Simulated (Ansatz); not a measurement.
# WS2: band gap under strain

Aim: follow the gap of a free-standing 2H monolayer of WS2 through these states: no strain; -4.0 % equal strain in all in-plane directions; -3.0 % equal strain in all in-plane directions. The table at the end shows which levels were run.

Code: Ansatz 0.2.0. PAW datasets, plane waves. The values are computed, spin-unpolarised, and not measurements.

### 1 The system as given

The unstrained cell was relaxed with r2SCAN; in each strained cell the atoms were relaxed again with r2SCAN. Names of k-points are those of the unstrained zone, where strain can split equivalent points. First state: no strain.

The sheet's in-plane cell has a = 3.180 Å, b = 3.180 Å (γ = 120.0°), and its outermost atoms lie 3.12 Å apart along the normal. Around W lie 6 S at 2.41 Å; around S lie 3 W at 2.41 Å.

As a file:

```xyz
3
Lattice="3.1803 0.0000 0.0000 -1.5902 2.7542 0.0000 0.0000 0.0000 30.8326" Properties=species:S:1:pos:R:3 pbc="T T F"
W     0.0000    1.8362    9.0000
S     1.5902    0.9181   10.5596
S     1.5902    0.9181    7.4404
```
Two periodic directions, a and b.

### 2 No strain: PBE

input.yaml reads:

```yaml
crystal:
  lattice:
    - [3.1803110302, 0.0, 0.0]
    - [-1.5901555151, 2.7542301441, 0.0]
    - [0.0, 0.0, 30.8325707176]
  atoms:
    - { symbol: W, position: [0.3333333333, 0.6666666667, 0.2918991116] }
    - { symbol: S, position: [0.6666666667, 0.3333333333, 0.3424814393] }
    - { symbol: S, position: [0.6666666667, 0.3333333333, 0.2413167839] }
  periodic: [true, true, false]
kpoints:
  mp_grid: { grid: [12, 12, 1] }
  band_path:
    path: [[0.0, 0.0, 0.0], [0.5, 0.0, 0.0], [0.3333333333, 0.3333333333, 0.0]]
    npoints: 1
hamiltonian:
  xc: pbe
scf:
  occupations: { method: fermi_dirac, width: 0.02 }
  n_extra_bands: 4
output:
  forces: true
  stress: true
  eigenvalues: true
```

Command:

```bash
ansatz run input.yaml --threads 2 --pin off --max-ram 20275MiB --backend cpu --events-out ev --progress --plain --runs-dir out
```

After this run come: No strain: r2SCAN; No strain: HSE06; No strain: r2SCAN+SOC; -4.0 % equal strain in all in-plane directions: PBE; -4.0 % equal strain in all in-plane directions: r2SCAN; -4.0 % equal strain in all in-plane directions: HSE06; -4.0 % equal strain in all in-plane directions: r2SCAN+SOC; -3.0 % equal strain in all in-plane directions: PBE; -3.0 % equal strain in all in-plane directions: r2SCAN; -3.0 % equal strain in all in-plane directions: HSE06; -3.0 % equal strain in all in-plane directions: r2SCAN+SOC.

**Question.** What will these runs give?

**Answer**, as computed:

Least gap in eV (negative: overlap), with the change from the unstrained cell in brackets:

```
                                         state  area change (%)           PBE        r2SCAN         HSE06
                                     no strain             +0.0          1.81          1.90          2.29
-4.0 % equal strain in all in-plane directions             -7.8  1.83 (+0.02)  2.00 (+0.10)  2.43 (+0.14)
-3.0 % equal strain in all in-plane directions             -5.9  1.89 (+0.08)  2.07 (+0.17)  2.50 (+0.21)
```

**Reading.** The largest move of the HSE06 gap in the table is +0.205 eV, under -3.0 % equal strain in all in-plane directions. PBE and HSE06 differ by 0.49 eV on the unstrained gap, and by at most 0.12 eV on its change: PBE follows the response to strain far better than the gap itself. In PBE the gap turns indirect under -4.0 % equal strain in all in-plane directions. Spin-orbit coupling is left out of the table, though the cell holds W (Z = 74); in an element this heavy it can shift bands and gaps by tenths of an eV.
